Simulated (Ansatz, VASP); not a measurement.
# One calculation of BN, two programs

File INCAR:

```
  PREC = Accurate
  ENCUT = 520
  EDIFF = 1E-6
  ISMEAR = -1
  SIGMA = 0.05
  LREAL = False
  LASPH = True
  NELM = 60
  ALGO = Normal
  ISIF = 2
  LWAVE = False
  LCHARG = False
  GGA = PE
```

Contents of KPOINTS:

```
Automatic mesh
0
Gamma
  9 9 5
```

The input POSCAR:

```
BN
1.0
    2.5539396017      0.0510787920      0.0000000000
   -1.2327342694      2.1862371788      0.0000000000
    0.0000000000      0.0000000000      4.2268550000
N B
2 2
Direct
    0.3333333333      0.6666666667      0.1252760000
    0.6666666667      0.3333333333      0.6252760000
    0.3333333333      0.6666666667      0.4997240000
    0.6666666667      0.3333333333      0.9997240000
```

The input input.yaml:

```yaml
crystal:
  lattice:
    - [2.5539396017, 0.051078792, 0.0]
    - [-1.2327342694, 2.1862371788, 0.0]
    - [0.0, 0.0, 4.226855]
  atoms:
    - { symbol: "N", position: [0.3333333333, 0.6666666667, 0.125276] }
    - { symbol: "N", position: [0.6666666667, 0.3333333333, 0.625276] }
    - { symbol: B, position: [0.3333333333, 0.6666666667, 0.499724] }
    - { symbol: B, position: [0.6666666667, 0.3333333333, 0.999724] }
hamiltonian:
  xc: pbe
  pseudopotentials: { kind: paw }
kpoints:
  mp_grid: { grid: [9, 9, 5] }
scf:
  occupations: { method: fermi_dirac, width: 0.05 }
output:
  forces: true
  stress: true
  eigenvalues: true
```

Change from the starting cell: strain = 0.04.

Alike in both runs: task single point; functional PBE; k mesh 9 × 9 × 5; occupations fermi-dirac, width 0.05 eV; no spin polarisation.

|  | VASP | Ansatz |
| --- | --- | --- |
| version | VASP 6.6.1 | Ansatz 0.2.0 |
| potentials or method | VASP PAW PBE potentials, release 64 (N, B) | Ansatz PAW |
| plane-wave cutoff (eV) | 520 | 420 |
| valence electrons in the cell | 16 | 16 |

Ansatz gave:

```
gap on the k mesh at the Fermi level (eV)       : 5.09
least direct gap on the mesh (eV)               : 7.72
pressure (GPa)                                  : 0.5
largest component of the traceless stress (GPa) : 16.29
rms of the force components (eV/Å)              : 0.079
```

Problem. Estimate VASP's values.

Solution. gap on the k mesh at the Fermi level (eV): 5.08; least direct gap on the mesh (eV): 7.71; pressure (GPa): 0.7; largest component of the traceless stress (GPa): 16.38; rms of the force components (eV/Å): 0.082.

Atom by atom the forces differ by 0.004 eV/Å (rms over components).

Caveats: an odd mesh through Γ misses points on the zone boundary, where band edges often lie (VASP); odd divisions of the mesh miss points on the zone boundary, where band edges often lie, so the gap on the mesh can be too wide (Ansatz); the pressure holds a Pulay correction of +1.1 GPa for the finite cutoff (Ansatz).
